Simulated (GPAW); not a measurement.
# SiNi3 (Pm-3m) in GPAW: reference runs

Aim: a first look at SiNi3 with PBEsol, on the cell as given.

Everything below comes from runs of GPAW 26.7.0. Logs are shortened: lines on timing, memory, paths and dates and some standing lists are left out, and cuts for length are marked. The log counts tension as positive stress, the text compression.

## (1) The structure

The structure is cubic, space group Pm-3m (No. 221). Conventional cell: a = 3.542 Å, b = 3.542 Å, c = 3.542 Å, α = 90.00°, β = 90.00°, γ = 90.00°. Around Ni (site symmetry 4/mmm) lie 8 Ni at 2.50 Å and 4 Si at 2.50 Å. Si (site symmetry m-3m) is surrounded by 12 Ni at 2.50 Å.

## (2) Single point, PBEsol, collinear spin, ferromagnetic start

Contents of run.py:

```python
from ase import Atoms
from ase.dft.bandgap import bandgap
from ase.io import write
from ase.units import Bohr, GPa
from gpaw import GPAW, PW, setup_paths
from gpaw.elf import elf_from_dft_calculation

setup_paths.insert(0, '.')

atoms = Atoms(['Ni', 'Ni', 'Ni', 'Si'],
              cell=[[3.542, 0.0, 0.0],
                    [0.0, 3.542, 0.0],
                    [0.0, 0.0, 3.542]],
              scaled_positions=[[0.5, 0.5, 0.0],
                                [0.5, 0.0, 0.5],
                                [0.0, 0.5, 0.5],
                                [0.0, 0.0, 0.0]],
              pbc=True)
atoms.set_initial_magnetic_moments([1.0, 1.0, 1.0, 0.0])

calc = GPAW(mode=PW(600),
            xc='PBEsol',
            kpts={'size': (8, 8, 8), 'gamma': True},
            occupations={'name': 'fermi-dirac', 'width': 0.05},
            nbands=45,
            convergence={'density': 1e-05, 'energy': 1e-05},
            maxiter=150,
            txt='gpaw.txt')
atoms.calc = calc
energy = atoms.get_potential_energy()
forces = atoms.get_forces()
stress = atoms.get_stress()
calc.write('gs.gpw')
write('result.traj', atoms)
print(f'Energy: {energy:.6f} eV')
print('Forces (eV/A):')
print(forces.round(4))
print('Stress (GPa):', (stress / GPa).round(3))
print('Moments:', calc.get_magnetic_moments().round(3))
print('Fermi level:', round(calc.get_fermi_level(), 4), 'eV')
print(f'Gap: {bandgap(calc)[0]:.4f} eV, direct: {bandgap(calc, direct=True)[0]:.4f} eV')

# fields on the real-space grid
write('density.cube', atoms, data=calc.get_pseudo_density() * Bohr**3)
write('potential.cube', atoms, data=calc.get_electrostatic_potential())
write('spin.cube', atoms, data=(calc.get_pseudo_density(spin=0) - calc.get_pseudo_density(spin=1)) * Bohr**3)
write('elf.cube', atoms, data=elf_from_dft_calculation(calc).data)
```

Potentials or basis: PAW data sets generated in the run's folder for this functional, pw.

The run is started by

```console
> gpaw-setup -f PBEsol Ni Si
> OMP_NUM_THREADS=1 python run.py
```

gpaw.txt:

```text
__  _  _
 | _ |_)|_||  |
 |__||  | ||/\| - 26.7.0

Input parameters:
  mode=PW(ecut=600.0),
  convergence={'density': 1e-05, 'energy': 1e-05},
  kpts=MonkhorstPack(size=(8, 8, 8), gamma=True),
  maxiter=150,
  nbands=45,
  occupations=Occupations(name='fermi-dirac', width=0.05),
  xc=XC(name='PBEsol')

Diagonalizing LCAO Hamiltonian
Converting LCAO to pw mode
   .--------.
  /|        |
 * |        |
 |Ni        |
 | .-Ni-----.
 |/    Ni  /
 Si-------*

Atoms  # Å, Bohr magnetons
|   | symbol |        x |        y |        z |    initial magnetic moments |
|---|--------|----------|----------|----------|-----------------------------|
| 0 |     Ni | 1.771000 | 1.771000 | 0.000000 | ( 0.0000,  0.0000,  1.0000) |
| 1 |     Ni | 1.771000 | 0.000000 | 1.771000 | ( 0.0000,  0.0000,  1.0000) |
| 2 |     Ni | 0.000000 | 1.771000 | 1.771000 | ( 0.0000,  0.0000,  1.0000) |
| 3 |     Si | 0.000000 | 0.000000 | 0.000000 | ( 0.0000,  0.0000,  0.0000) |

Unit cell  # Å
| periodic |        x |        y |        z |  lengths |    angles |
|----------|----------|----------|----------|----------|-----------|
|      yes | 3.542000 | 0.000000 | 0.000000 | 3.542000 | 90.000000 |
|      yes | 0.000000 | 3.542000 | 0.000000 | 3.542000 | 90.000000 |
|      yes | 0.000000 | 0.000000 | 3.542000 | 3.542000 | 90.000000 |

Number of symmetries: 48
Symmetry operations  # r_c * U_cc + t_c -> r_c
|    | kind |            matrix            |
|----|------|------------------------------|
|  0 |  E   |  1, 0, 0,  0, 1, 0,  0, 0, 1 |
|  1 |  σ   |  1, 0, 0,  0, 1, 0,  0, 0,-1 |
|  2 |  σ   |  1, 0, 0,  0, 0, 1,  0, 1, 0 |
|  3 |  C4  |  1, 0, 0,  0, 0, 1,  0,-1, 0 |
|  4 |  C4  |  1, 0, 0,  0, 0,-1,  0, 1, 0 |
|  5 |  σ   |  1, 0, 0,  0, 0,-1,  0,-1, 0 |
|  6 |  σ   |  1, 0, 0,  0,-1, 0,  0, 0, 1 |
|  7 |  C2  |  1, 0, 0,  0,-1, 0,  0, 0,-1 |
|  8 |  σ   |  0, 1, 0,  1, 0, 0,  0, 0, 1 |
|  9 |  C2  |  0, 1, 0,  1, 0, 0,  0, 0,-1 |
| 10 |  C3  |  0, 1, 0,  0, 0, 1,  1, 0, 0 |
| 11 |  S6  |  0, 1, 0,  0, 0, 1, -1, 0, 0 |
| 12 |  S6  |  0, 1, 0,  0, 0,-1,  1, 0, 0 |
| 13 |  C3  |  0, 1, 0,  0, 0,-1, -1, 0, 0 |
| 14 |  C4  |  0, 1, 0, -1, 0, 0,  0, 0, 1 |
| 15 |  S4  |  0, 1, 0, -1, 0, 0,  0, 0,-1 |
| 16 |  C3  |  0, 0, 1,  1, 0, 0,  0, 1, 0 |
| 17 |  S6  |  0, 0, 1,  1, 0, 0,  0,-1, 0 |
| 18 |  σ   |  0, 0, 1,  0, 1, 0,  1, 0, 0 |
| 19 |  C4  |  0, 0, 1,  0, 1, 0, -1, 0, 0 |
| 20 |  C2  |  0, 0, 1,  0,-1, 0,  1, 0, 0 |
| 21 |  S4  |  0, 0, 1,  0,-1, 0, -1, 0, 0 |
| 22 |  S6  |  0, 0, 1, -1, 0, 0,  0, 1, 0 |
| 23 |  C3  |  0, 0, 1, -1, 0, 0,  0,-1, 0 |
| 24 |  S6  |  0, 0,-1,  1, 0, 0,  0, 1, 0 |
| 25 |  C3  |  0, 0,-1,  1, 0, 0,  0,-1, 0 |
| 26 |  C4  |  0, 0,-1,  0, 1, 0,  1, 0, 0 |
| 27 |  σ   |  0, 0,-1,  0, 1, 0, -1, 0, 0 |
| 28 |  S4  |  0, 0,-1,  0,-1, 0,  1, 0, 0 |
| 29 |  C2  |  0, 0,-1,  0,-1, 0, -1, 0, 0 |
| 30 |  C3  |  0, 0,-1, -1, 0, 0,  0, 1, 0 |
| 31 |  S6  |  0, 0,-1, -1, 0, 0,  0,-1, 0 |
| 32 |  C4  |  0,-1, 0,  1, 0, 0,  0, 0, 1 |
| 33 |  S4  |  0,-1, 0,  1, 0, 0,  0, 0,-1 |
| 34 |  S6  |  0,-1, 0,  0, 0, 1,  1, 0, 0 |
| 35 |  C3  |  0,-1, 0,  0, 0, 1, -1, 0, 0 |
| 36 |  C3  |  0,-1, 0,  0, 0,-1,  1, 0, 0 |
| 37 |  S6  |  0,-1, 0,  0, 0,-1, -1, 0, 0 |
| 38 |  σ   |  0,-1, 0, -1, 0, 0,  0, 0, 1 |
| 39 |  C2  |  0,-1, 0, -1, 0, 0,  0, 0,-1 |
| 40 |  σ   | -1, 0, 0,  0, 1, 0,  0, 0, 1 |
| 41 |  C2  | -1, 0, 0,  0, 1, 0,  0, 0,-1 |
| 42 |  C2  | -1, 0, 0,  0, 0, 1,  0, 1, 0 |
| 43 |  S4  | -1, 0, 0,  0, 0, 1,  0,-1, 0 |
| 44 |  S4  | -1, 0, 0,  0, 0,-1,  0, 1, 0 |
| 45 |  C2  | -1, 0, 0,  0, 0,-1,  0,-1, 0 |
| 46 |  C2  | -1, 0, 0,  0,-1, 0,  0, 0, 1 |
| 47 |  i   | -1, 0, 0,  0,-1, 0,  0, 0,-1 |

BZ-sampling:
  Number of BZ points: 512
  Number of IBZ points: 35

  Monkhorst-Pack size: [8, 8, 8]
  Monkhorst-Pack shift: [0.0625, 0.0625, 0.0625]

K-points  # in reciprocal-cell coordinates
|     |                                coordinates |     weight |
|-----|--------------------------------------------|------------|
|   0 | (  0.00000000,   0.00000000,   0.00000000) | 0.00195312 |
|   1 | (  0.12500000,   0.00000000,   0.00000000) | 0.01171875 |
|   2 | (  0.12500000,   0.12500000,   0.00000000) | 0.02343750 |
|   3 | (  0.12500000,   0.12500000,   0.12500000) | 0.01562500 |
|   4 | (  0.25000000,   0.00000000,   0.00000000) | 0.01171875 |
|   5 | (  0.25000000,   0.12500000,   0.00000000) | 0.04687500 |
|   6 | (  0.25000000,   0.12500000,   0.12500000) | 0.04687500 |
|   7 | (  0.25000000,   0.25000000,   0.00000000) | 0.02343750 |
|   8 | (  0.25000000,   0.25000000,   0.12500000) | 0.04687500 |
|   9 | (  0.25000000,   0.25000000,   0.25000000) | 0.01562500 |
| ... |                                            |            |
|  34 | (  0.50000000,   0.50000000,   0.50000000) | 0.00195312 |

Plane wave coefficients: 1503
Cutoff: 600.0 eV

Spin-components: 2 (collinear spins)
Bands:           45
Projectors:      23
Spin-degeneracy: 1
Datatype:        complex128

Parallelization:
  kpt:    1
  domain: 1
  band:   1

Density:
  Valence electrons: 52.0
  Components: 2
  Grid points: [21 21 21]
  Charge: 0.0  # |e|

Potential:
  Grid points: [21 21 21]

species:
  Ni:
    name:    Nickel
    Z:       28.0
    valence: 16
    core:    12
    charge:  0.0  # [|e|]
    compensation charges:
      type: gauss
      rc: 0.36  # [Å]
      lmax: 2
    cutoffs:
      filter: 2.14  # [Å]
      core: 1.98  # [Å]
    projectors
    | kind |    occ | energy [eV] | rcut [Å] |
    |------|--------|-------------|----------|
    |   4s |  2.000 |      -5.661 |    1.164 |
    |   3p |  6.000 |     -71.261 |    1.207 |
    |   4p |  0.000 |      -1.193 |    1.207 |
    |   3d |  8.000 |      -8.901 |    1.138 |
    |    s |        |      21.550 |    1.164 |
    |    d |        |      18.310 |    1.138 |

    Using partial waves for Ni as LCAO basis

  Si:
    name:    Silicon
    Z:       14.0
    valence: 4
    core:    10
    charge:  0.0  # [|e|]
    compensation charges:
      type: gauss
      rc: 0.33  # [Å]
      lmax: 2
    cutoffs:
      filter: 1.86  # [Å]
      core: 2.06  # [Å]
    projectors
    | kind |    occ | energy [eV] | rcut [Å] |
    |------|--------|-------------|----------|
    |   3s |  2.000 |     -10.768 |    1.058 |
    |   3p |  2.000 |      -4.057 |    1.058 |
    |    s |        |      16.444 |    1.058 |
    |    p |        |      23.155 |    1.058 |
    |    d |        |       0.000 |    1.058 |

    Using partial waves for Si as LCAO basis

Reference energy: -131869.463201  # eV

eigensolver:
  PPCG
  Converge bands: occupied
  niter=2

density mixing:
  MSR1-Mixer
  Pratt-step length: 0.05
  Maximum mixing coefficient: 0.75
  Old densities: 10
  SVD Regularization: 0.005
  Good broyden scale: 1.0
  Trust region scale: 1.0
  Backstep threshold: 4.0
  History deletion threshold: 6.0
  Fourier metric: weight=20.0, sigma=0.015

occupation numbers:
  Fermi-Dirac:
    width: 0.0500  # eV

poisson solver:
  ecut: 4800.0  # eV

xc functional:
  name: PBEsol with 2 nearest neighbor stencil

convergence criteria:
- Maximum integral of absolute [dens]ity change: 1e-05 electrons / valence electron
- Maximum [total energy] change in last 3 cyles: 1e-05 eV / valence electron
- Maximum integral of absolute [eigenst]ate change: 4e-08 eV^2 / valence electron
maximum number of iterations: 150

SCF iterations
|iter     | |      energy | eigst |  dens |  magmom |
|---------|-|-------------|-------|-------|---------|
|iter:   1| |  -31.023768 | +0.66 |       |  +3.0031|
|iter:   2| |  -31.102895 | -1.28 | -1.08 |  +2.8860|
|iter:   3| |  -31.231576 | -2.61 | -1.18 |  +2.2782|
|iter:   4| |  -31.408371 | -2.59 | -1.29 |  +1.3306|
|iter:   5| |  -31.519125 | -3.09 | -1.63 |  +0.5588|
|iter:   6| |  -31.544007 | -3.57 | -2.04 |  +0.0298|
|iter:   7| |  -31.546326 | -4.15 | -2.16 |  +0.0676|
|iter:   8| |  -31.546180 | -4.60 | -2.52 |  +0.0161|
|iter:   9| |  -31.546169c| -5.93 | -3.23 |  +0.0013|
|iter:  10| |  -31.546178c| -7.35 | -3.80 |  +0.0009|
|iter:  11| |  -31.546177c| -7.69c| -4.32 |  +0.0011|
|iter:  12| |  -31.546177c| -7.91c| -4.89 |  +0.0005|
|iter:  13| |  -31.546177c| -7.94c| -5.26c|  +0.0001|

Converged in 13 steps
Energy contributions relative to reference atoms: (reference = -131869.463201)

Energy contributions:
  Kinetic:          11.943639
  Coulomb:          -5.858549
  Zero:              0.209267
  External:          0.000000
  Xc:              -37.831110
  Entropy:          -0.018848
  Spinorbit:         0.000000
  ----------------------------
  Free energy:     -31.555601
  Extrapolated:    -31.546177

dipole moment: (-14.925203, -14.925203, -14.925203)  # |e|*Ang

Total magnetic moment: (0.000000, 0.000000, 0.000110)

Local magnetic moments
|        x |        y |        z |
|----------|----------|----------|
| 0.000000 | 0.000000 | 0.000036 |  # Ni   0
| 0.000000 | 0.000000 | 0.000036 |  # Ni   1
| 0.000000 | 0.000000 | 0.000036 |  # Ni   2
| 0.000000 | 0.000000 | 0.000003 |  # Si   3

Fermi level: 9.239
Eigenvalues  # (at kpt = [0.000, 0.000, 0.000])
| band index |      eig [eV] | occ [0-1] |      eig [eV] | occ [0-1] |
|------------|---------------|-----------|---------------|-----------|
|          0 |       -54.241 |     1.000 |       -54.241 |     1.000 |
|        ... |               |           |               |           |
|         17 |         7.720 |     1.000 |         7.720 |     1.000 |
|         18 |         7.720 |     1.000 |         7.720 |     1.000 |
|         19 |         8.257 |     1.000 |         8.257 |     1.000 |
|         20 |         8.257 |     1.000 |         8.257 |     1.000 |
|         21 |         8.257 |     1.000 |         8.257 |     1.000 |
|         22 |         8.641 |     1.000 |         8.641 |     1.000 |
[... 8 lines left out ...]
|         31 |        19.401 |     0.000 |        19.401 |     0.000 |
|         32 |        19.401 |     0.000 |        19.401 |     0.000 |
|        ... |               |           |               |           |
|         44 |        34.040 |     0.000 |        34.040 |     0.000 |

No gap
No difference between direct/indirect transitions

Forces  # eV/Ang
|        x |        y |        z |
|----------|----------|----------|
|  0.00000 |  0.00000 | -0.00000 |  # Ni   0
|  0.00000 | -0.00000 |  0.00000 |  # Ni   1
| -0.00000 |  0.00000 |  0.00000 |  # Ni   2
| -0.00000 | -0.00000 | -0.00000 |  # Si   3

Stress tensor  # eV/Ang^3
|         x |         y |        z |
|-----------|-----------|----------|
|  0.074851 | -0.000000 | 0.000000 |
| -0.000000 |  0.074851 | 0.000000 |
|  0.000000 |  0.000000 | 0.074851 |

# Writing to gs.gpw (mode='')
```

Wall time 68 s (1 thread of Intel Xeon 6975P-C (Granite Rapids), shared host); peak memory 0.24 GiB.

Results:

```yaml
Free_energy: -31.5556 eV
Pressure: -12.0 GPa
Band_gap_on_the_k_mesh: none (metal or under the smearing width)
Net_moment: 0.00 μB per cell
```

Levels at points of the mesh, in eV from the Fermi level:
Spin up:
| k point | band 24 | band 25 | band 26 | band 27 | band 28 | band 29 |
| --- | --- | --- | --- | --- | --- | --- |
| (0.00, 0.00, 0.00) | -0.60 | -0.28 | 0.03 | 0.03 | 0.03 | 4.54 |
| (0.50, 0.00, 0.00) | -1.13 | -0.53 | 0.03 | 3.51 | 3.51 | 4.82 |
| (0.50, 0.50, 0.00) | -1.08 | -1.00 | -0.94 | 0.64 | 0.64 | 5.48 |
| (0.50, 0.50, 0.50) | -1.21 | -0.57 | -0.20 | -0.20 | -0.20 | 1.13 |
Spin down:
| k point | band 22 | band 23 | band 24 | band 25 | band 26 | band 27 | band 28 | band 29 | band 30 | band 31 |
| --- | --- | --- | --- | --- | --- | --- | --- | --- | --- | --- |
| (0.00, 0.00, 0.00) | -0.98 | -0.60 | -0.60 | -0.28 | 0.03 | 0.03 | 0.03 | 4.54 | 6.21 | 6.21 |
| (0.50, 0.00, 0.00) | -1.30 | -1.27 | -1.13 | -0.53 | 0.03 | 3.51 | 3.51 | 4.82 | 5.09 | 5.09 |
| (0.50, 0.50, 0.00) | -1.41 | -1.41 | -1.08 | -1.00 | -0.94 | 0.64 | 0.64 | 5.48 | 6.08 | 7.49 |
| (0.50, 0.50, 0.50) | -1.41 | -1.21 | -1.21 | -0.57 | -0.20 | -0.20 | -0.20 | 1.13 | 3.88 | 3.88 |

Caveat: the stock nickel data set gives pressures a few GPa off other programs.
